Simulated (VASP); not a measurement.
# AlN (P6_3mc) in VASP: elastic constants with PBEsol

Aim: the elastic constants of AlN with PBEsol.

Program: VASP 6.6.1. These are calculated values, not measurements. Logs are shortened: lines on timing, memory, paths and dates and some standing lists are left out, and cuts for length are marked.

## Step 1: The crystal as given

The structure is hexagonal, space group P6_3mc (No. 186). The conventional cell has a = 3.113 Å, b = 3.113 Å, c = 4.981 Å, α = 90.00°, β = 90.00°, γ = 120.00°. Al (site symmetry 3m) is surrounded by 4 N at 1.89 to 1.90 Å. Around N (site symmetry 3m) lie 4 Al at 1.89 to 1.90 Å.

The cell was built by a generator and needn't be a form met in nature.

## Step 2: Elastic constants, PBEsol

File POSCAR:

```
AlN
1.0
    3.1127100000      0.0000000000      0.0000000000
   -1.5563550000      2.6956859346      0.0000000000
    0.0000000000      0.0000000000      4.9808530000
Al N
2 2
Direct
    0.3333333333      0.6666666667      0.0000000000
    0.6666666667      0.3333333333      0.5000000000
    0.3333333333      0.6666666667      0.3820260000
    0.6666666667      0.3333333333      0.8820260000
```

File INCAR.step1:

```
  ALGO = Normal
  EDIFF = 1E-8
  EDIFFG = -0.002
  ENCUT = 600
  GGA = PS
  IBRION = 2
  ISIF = 3
  ISMEAR = 0
  LASPH = T
  LCHARG = F
  LREAL = F
  LWAVE = F
  NELM = 80
  NSW = 40
  PREC = Accurate
  SIGMA = 0.05
```

File INCAR.step2:

```
  ALGO = Normal
  EDIFF = 1E-8
  ENCUT = 600
  GGA = PS
  IBRION = 6
  ISIF = 3
  ISMEAR = 0
  LASPH = T
  LCHARG = F
  LREAL = F
  LWAVE = F
  NELM = 80
  NFREE = 2
  NSW = 1
  POTIM = 0.015
  PREC = Accurate
  SIGMA = 0.05
```

File KPOINTS:

```
k-points
0
Gamma
  9 9 6
```

Potentials or basis: VASP PAW PBE potentials, release 64 (Al, N).

On the command line:

```
cat potpaw_PBE.64/Al/POTCAR potpaw_PBE.64/N/POTCAR > POTCAR
cp INCAR.step1 INCAR
mpirun -np 1 vasp_std > vasp.out
cp CONTCAR POSCAR
cp INCAR.step2 INCAR
mpirun -np 1 vasp_std > vasp.out
```

OUTCAR:

```text
EDIFF = 1E-8
   ENCUT = 600
   GGA = PS
   IBRION = 6
   ISIF = 3
   ISMEAR = 0
   LASPH = T
   LREAL = F
   NELM = 80
   NFREE = 2
   NSW = 1
   POTIM = 0.015
   PREC = Accurate

 ion  position               nearest neighbor table
   1  0.333  0.667  1.000-   4 1.89   4 1.89   4 1.89   3 1.90   2 3.07   2 3.07   2 3.07   2 3.07
                             2 3.07   2 3.07
   2  0.667  0.333  0.500-   3 1.89   3 1.89   3 1.89   4 1.90   1 3.07   1 3.07   1 3.07   1 3.07
                             1 3.07   1 3.07
   3  0.333  0.667  0.382-   2 1.89   2 1.89   2 1.89   1 1.90
   4  0.667  0.333  0.882-   1 1.89   1 1.89   1 1.89   2 1.90

  LATTYP: Found a hexagonal cell.
 ALAT       =     3.1131074856
 C/A-ratio  =     1.6002658216

  Lattice vectors:

 A1 = (   3.1131074856,   0.0000000000,   0.0000000000)
 A2 = (  -1.5565537428,   2.6960301672,   0.0000000000)
 A3 = (   0.0000000000,   0.0000000000,   4.9817995080)

Analysis of symmetry for initial positions (statically):
=====================================================================
 Subroutine PRICEL returns:
 Original cell was already a primitive cell.

 Routine SETGRP: Setting up the symmetry group for a
 hexagonal supercell.

 Subroutine GETGRP returns: Found 12 space group operations
 (whereof  6 operations were pure point group operations)
 out of a pool of 24 trial point group operations.

The static configuration has the point symmetry C_3v.
 The point group associated with its full space group is C_6v.

Analysis of symmetry for dynamics (positions and initial velocities):
=====================================================================
 Subroutine PRICEL returns:
 Original cell was already a primitive cell.

 Routine SETGRP: Setting up the symmetry group for a
 hexagonal supercell.

 Subroutine GETGRP returns: Found 12 space group operations
 (whereof  6 operations were pure point group operations)
 out of a pool of 24 trial point group operations.

The dynamic configuration has the point symmetry C_3v.
 The point group associated with its full space group is C_6v.

 Subroutine INISYM returns: Found 12 space group operations
 (whereof  6 operations are pure point group operations),
 and found     1 'primitive' translations

----------------------------------------------------------------------------------------

                                     Primitive cell

  volume of cell :      41.8124

  direct lattice vectors                    reciprocal lattice vectors
     3.113107486  0.000000000  0.000000000     0.321222446  0.185457865  0.000000000
    -1.556553743  2.696030167  0.000000000     0.000000000  0.370915731  0.000000000
     0.000000000  0.000000000  4.981799508     0.000000000  0.000000000  0.200730679

  length of vectors
     3.113107486  3.113107486  4.981799508     0.370915731  0.370915731  0.200730679

  position of ions in fractional coordinates (direct lattice)
     0.333333333  0.666666667  0.999996889
     0.666666667  0.333333333  0.499996889
     0.333333333  0.666666667  0.382029111
     0.666666667  0.333333333  0.882029111

  ion indices of the primitive-cell ions
   primitive index   ion index
                 1           1
                 2           2
                 3           3
                 4           4

----------------------------------------------------------------------------------------

 KPOINTS: k-points

Automatic generation of k-mesh.
 Grid dimensions read from file:
 generate k-points for:    9    9    6

 Generating k-lattice:

  Cartesian coordinates                     Fractional coordinates (reciprocal lattice)
     0.035691383  0.020606429  0.000000000     0.111111111 -0.000000000  0.000000000
     0.000000000  0.041212859  0.000000000     0.000000000  0.111111111  0.000000000
     0.000000000  0.000000000  0.033455113     0.000000000  0.000000000  0.166666667
[... 86 lines left out ...]
   LEPSILON=     F    determine dielectric tensor
   LRPA    =     F    only Hartree local field effects (RPA)
 finite differences with symmetry
 non-spin polarized calculation
 Gauss-broadening in eV      SIGMA  =   0.05
  energy-cutoff  :      600.00
  volume of cell :       41.81
 maximum number of plane-waves:      1412
 NGX is ok and might be reduce to    28
   NGX = 13   NGY = 13   NGZ = 19

--------------------------------------- Ionic step        1  -------------------------------------------

 number of electron      15.9999999 magnetization

 Free energy of the ion-electron system (eV)
  ---------------------------------------------------
  ext. energy  EPLUGINS =         0.00000000
  ---------------------------------------------------
  free energy    TOTEN  =       -31.31566736 eV

  energy without entropy =      -31.31566736  energy(sigma->0) =      -31.31566736

------------------------ aborting loop because EDIFF is reached ----------------------------------------

  FORCE on cell =-STRESS in cart. coord.  units (eV):
  Direction    XX          YY          ZZ          XY          YZ          ZX
  --------------------------------------------------------------------------------------
  -------------------------------------------------------------------------------------
  Total       -0.0004532     -0.0004532      0.0038190      0.0000000      0.0000000     -0.0000000
  in kB       -0.0173641     -0.0173641      0.1463356      0.0000000      0.0000000     -0.0000000
  external PRESSURE =       0.0372025 kB  Pullay stress =       0.0000000 kB
[... 95 lines left out ...]
  FREE ENERGIE OF THE ION-ELECTRON SYSTEM (eV)
  ---------------------------------------------------
  free  energy   TOTEN  =       -31.3018610287 eV

  energy  without entropy=      -31.3018610287  energy(sigma->0) =      -31.30186103

[... ionic steps 4 to 18 ...]

--------------------------------------- Ionic step       19  -------------------------------------------

 number of electron      15.9999999 magnetization

------------------------ aborting loop because EDIFF is reached ----------------------------------------
[... 71 lines left out ...]
--------------------------------------- Ionic step       21  -------------------------------------------

 number of electron      16.0000000 magnetization

 Free energy of the ion-electron system (eV)
  ---------------------------------------------------
  ext. energy  EPLUGINS =         0.00000000
  ---------------------------------------------------
  free energy    TOTEN  =       -31.31344696 eV

  energy without entropy =      -31.31344696  energy(sigma->0) =      -31.31344696

 E-fermi :   6.2991     XC(G=0): -11.1029

 val. band max:        6.0350330894   @ k =   0.0000   0.0000   0.0000
 cond. band min:      10.1742294109   @ k =   0.0000   0.0000   0.0000
 fundamental gap:      4.1391963215
 Fermi energy:         6.2990634960

 k-point     1 :       0.0000    0.0000    0.0000
  band No.  band energies     occupation
      1      -9.1088      2.00000
      2      -6.9248      2.00000
      3      -0.0036      2.00000
      4       5.1887      2.00000
      5       5.1887      2.00000
      6       5.8440      2.00000
      7       5.8440      2.00000
      8       6.0350      2.00000
      9      10.1742      0.00000
     10      12.6052      0.00000
     11      16.5371      0.00000
     12      17.0836      0.00000
[... 331 lines left out ...]
 k-point    24 :       0.3333    0.3333    0.1667
  band No.  band energies     occupation
      1      -6.5631      2.00000
      2      -6.5597      2.00000
      3       1.2911      2.00000
      4       1.8439      2.00000
      5       1.8532      2.00000
      6       3.3354      2.00000
      7       4.1415      2.00000
      8       4.1642      2.00000
      9      11.3372      0.00000
     10      14.2244      0.00000
     11      15.0119      0.00000
     12      15.1276      0.00000

 [... further k-points ...]

------------------------ aborting loop because EDIFF is reached ----------------------------------------

  FORCE on cell =-STRESS in cart. coord.  units (eV):
  Direction    XX          YY          ZZ          XY          YZ          ZX
  --------------------------------------------------------------------------------------
  -------------------------------------------------------------------------------------
  Total       -0.0834585     -0.0834585      0.2001017      0.0000000      0.0000000      0.0000000
  in kB       -3.1979822     -3.1979822      7.6675422      0.0000000      0.0000000      0.0000000
  external PRESSURE =       0.4238593 kB  Pullay stress =       0.0000000 kB
[... 19 lines left out ...]
  FREE ENERGIE OF THE ION-ELECTRON SYSTEM (eV)
  ---------------------------------------------------
  free  energy   TOTEN  =       -31.3134469610 eV

  energy  without entropy=      -31.3134469610  energy(sigma->0) =      -31.31344696

 INTERNAL STRAIN TENSORS FROM STRAINED CELLS
 ============================================

 INTERNAL STRAIN TENSOR FOR ION    1 for displacements in x,y,z  (eV/Angst):
          X           Y           Z          XY          YZ          ZX
  --------------------------------------------------------------------------------
  x     0.00000    -0.00000     0.00000    -9.11046     0.00000    -5.39993
  y    -9.13862     9.15906     0.00000    -0.00002    -5.39486    -0.00004
  z    -5.63503    -5.63861    12.54056    -0.00042     0.00456    -0.00026

 INTERNAL STRAIN TENSORS FROM DISPLACED ATOMS
 ============================================

 INTERNAL STRAIN TENSOR FOR ION    1 for displacements in x,y,z  (eV/Angst):
          X           Y           Z          XY          YZ          ZX
  --------------------------------------------------------------------------------
  x    -0.00000     0.00000     0.00000    -9.11319     0.00000    -5.40735
  y    -9.11319     9.11319     0.00000    -0.00000    -5.40735    -0.00000
  z    -5.61871    -5.61871    12.48576     0.00000     0.00000     0.00000

 INTERNAL STRAIN TENSOR FOR ION    4 for displacements in x,y,z  (eV/Angst):
          X           Y           Z          XY          YZ          ZX
  --------------------------------------------------------------------------------
  x     0.00000     0.00000     0.00000    10.68877     0.00000     5.40664
  y    10.68877   -10.68877     0.00000     0.00000     5.40664     0.00000
  z     5.62252     5.62252   -12.47755     0.00000     0.00000     0.00000

 Eigenvectors and eigenvalues of the dynamical matrix
 ----------------------------------------------------

   1 f  =   21.455726 THz   134.810302 2PiTHz  715.685982 cm-1    88.733713 meV
             X         Y         Z           dx          dy          dz
     -0.000000  1.797353  4.981784     0.000000    0.000000    0.010686
      1.556554  0.898677  2.490884     0.000000    0.000000   -0.010686
     -0.000000  1.797353  1.903192    -0.000000   -0.000000   -0.707026
      1.556554  0.898677  4.394092    -0.000000   -0.000000    0.707026
[... 71 lines left out ...]
  12 f/i=    0.000399 THz     0.002507 2PiTHz    0.013307 cm-1     0.001650 meV
             X         Y         Z           dx          dy          dz
     -0.000000  1.797353  4.981784    -0.000000    0.000000   -0.573734
      1.556554  0.898677  2.490884    -0.000000    0.000000   -0.573734
     -0.000000  1.797353  1.903192    -0.000000    0.000000   -0.413315
      1.556554  0.898677  4.394092    -0.000000    0.000000   -0.413315

--------------------------------------------------------------------------------------------------------

 ELASTIC MODULI CONTR FROM IONIC RELAXATION (kBar)
 Direction    XX          YY          ZZ          XY          YZ          ZX
 --------------------------------------------------------------------------------
 XX        -738.4733    353.7443    427.1825     -0.0000      0.0000      0.0000
 YY         353.7443   -738.4733    427.1825      0.0000     -0.0000     -0.0000
 ZZ         427.1825    427.1825   -948.6411     -0.0000      0.0000     -0.0000
 XY          -0.0000      0.0000     -0.0000   -546.1088      0.0000     -0.0000
 YZ           0.0000      0.0000      0.0000      0.0000   -148.7513     -0.0000
 ZX           0.0000     -0.0000     -0.0000      0.0000     -0.0000   -148.7513
 --------------------------------------------------------------------------------

 TOTAL ELASTIC MODULI (kBar)
 Direction    XX          YY          ZZ          XY          YZ          ZX
 --------------------------------------------------------------------------------
 XX        3807.7980   1380.0134   1076.2034     -0.0000      0.0000      0.0000
 YY        1380.0134   3807.7980   1076.2034      0.0000     -0.0000     -0.0000
 ZZ        1076.2034   1076.2034   3551.2373     -0.0000      0.0000     -0.0000
 XY          -0.0000      0.0000     -0.0000   1213.8923      0.0000     -0.0000
 YZ           0.0000      0.0000      0.0000      0.0000   1112.7543     -0.0000
 ZX           0.0000     -0.0000     -0.0000      0.0000     -0.0000   1112.7543
 --------------------------------------------------------------------------------
```

Run time: 7.7 min. Hardware: 1 thread of Intel Xeon 6975P-C (Granite Rapids), shared host; peak memory 0.39 GiB.

What came out:

```yaml
Voigt_bulk_modulus: 203 GPa
Highest_phonon_frequency_at_Γ_LO-TO_splitting_left_out: 716 cm⁻¹
```

Phonon frequencies in cm⁻¹ (negative: imaginary):
| q point | frequencies |
| --- | --- |
| (0.000, 0.000, 0.000) | 0 0 0 236 236 543 609 656 656 667 667 716 |

Elastic tensor in Voigt notation (GPa, in the Cartesian axes of the cell as first typed):
```
381 138 108   0   0   0
138 381 108   0   0   0
108 108 355   0   0   0
  0   0   0 111   0   0
  0   0   0   0 111   0
  0   0   0   0   0 121
```

Clamped-ion elastic tensor (GPa):
```
455 103  65   0   0   0
103 455  65   0   0   0
 65  65 450   0   0   0
  0   0   0 126   0   0
  0   0   0   0 126   0
  0   0   0   0   0 176
```

Caveat: the PAW data sets were made with another functional, which shifts forces and pressure a little.
